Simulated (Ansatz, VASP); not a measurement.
Given: the input of a run of Ansatz 0.2.0 on GaSb. 

File input.yaml:

```yaml
crystal:
  lattice:
    - [0.0, 3.059, 3.059]
    - [3.059, 0.0, 3.059]
    - [3.059, 3.059, 0.0]
  atoms:
    - { symbol: Sb, position: [0.75, 0.75, 0.75] }
    - { symbol: Ga, position: [0.0, 0.0, 0.0] }
kpoints:
  mp_grid: { grid: [8, 8, 8] }
scf:
  occupations: { method: gaussian, width: 0.019 }
hamiltonian:
  xc: pbe
  pseudopotentials: { kind: all_electron, lapw: { basis_error: 0.001 } }
output:
  forces: true
  stress: true
  eigenvalues: true
```

Potentials or basis: all-electron LAPW, scalar-relativistic.

Command:

```sh
$ ansatz run input.yaml --threads 1 --pin off --max-ram 3072MiB --backend cpu --events-out ev --progress --plain --runs-dir out
```

**Question.** Translate it to VASP 6.6.1. Potentials or basis there: PBE PAW files Ga_d, Sb, 520 eV.

**Answer.** As run (cutoffs and basis follow the program's own potentials, and thresholds, step limits or extra output files can differ):

File INCAR:

```
PREC = Accurate
ENCUT = 520
EDIFF = 1E-6
ISMEAR = 0
SIGMA = 0.019000000000000003
LREAL = F
LASPH = T
NELM = 60
ALGO = Normal
ISIF = 2
LWAVE = F
LCHARG = F
GGA = PE
NBANDS = 16
```

Contents of KPOINTS:

```
Automatic mesh
0
Gamma
  8 8 8
```

POSCAR

```
GaSb
1.0
    0.0000000000      3.0590000000      3.0590000000
    3.0590000000      0.0000000000      3.0590000000
    3.0590000000      3.0590000000      0.0000000000
Sb Ga
1 1
Direct
    0.7500000000      0.7500000000      0.7500000000
    0.0000000000      0.0000000000      0.0000000000
```

Potentials or basis: VASP PAW PBE potentials, release 64 (Sb, Ga_d).

Run with:

```console
$ cat potpaw_PBE.64/Sb/POTCAR potpaw_PBE.64/Ga_d/POTCAR > POTCAR
$ mpirun -np 1 vasp_std > vasp.out
```

Both were run:

|  | Ansatz | VASP |
| --- | --- | --- |
| Pressure | 2.3 GPa | 2.4 GPa |

Where Ansatz's input types no cutoff or centring, it takes its own default and a Γ-centred mesh.

Pressure is positive in compression.
